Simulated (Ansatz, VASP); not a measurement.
## TiN in VASP and in Ansatz

```xyz
2
Lattice="0.0000 2.0860 2.0860 2.0860 0.0000 2.0860 2.0860 2.0860 0.0000" Properties=species:S:1:pos:R:3 pbc="T T T"
Ti    0.0000    0.0000    0.0000
N     2.0860    2.0860    2.0860
```

Alike in both runs: functional LDA; k mesh 14 × 14 × 14; occupations gaussian, width 0.1 eV; no spin polarisation.

Ansatz relaxed the structure, and its values are those at the end. VASP's run is a single point on that final structure, the one shown.

|  | VASP | Ansatz |
| --- | --- | --- |
| version | VASP 6.6.1 | Ansatz 0.2.0 |
| potentials or method | VASP PAW LDA potentials, release 64 (Ti_sv, N) | scalar-relativistic, plane waves, PAW |
| plane-wave cutoff (eV) | 520 | 420 |
| valence electrons in the cell | 17 | 17 |

|  | VASP | Ansatz | Ansatz less VASP |
| --- | --- | --- | --- |
| gap on the k mesh at the Fermi level (eV) | none | none | - |
| pressure (GPa) | 1.0 | 0.0 | -1.04 |

A gap of «none» marks a metal or a gap that the smearing closes. Ansatz warned: «pseudo_functional_mismatch».
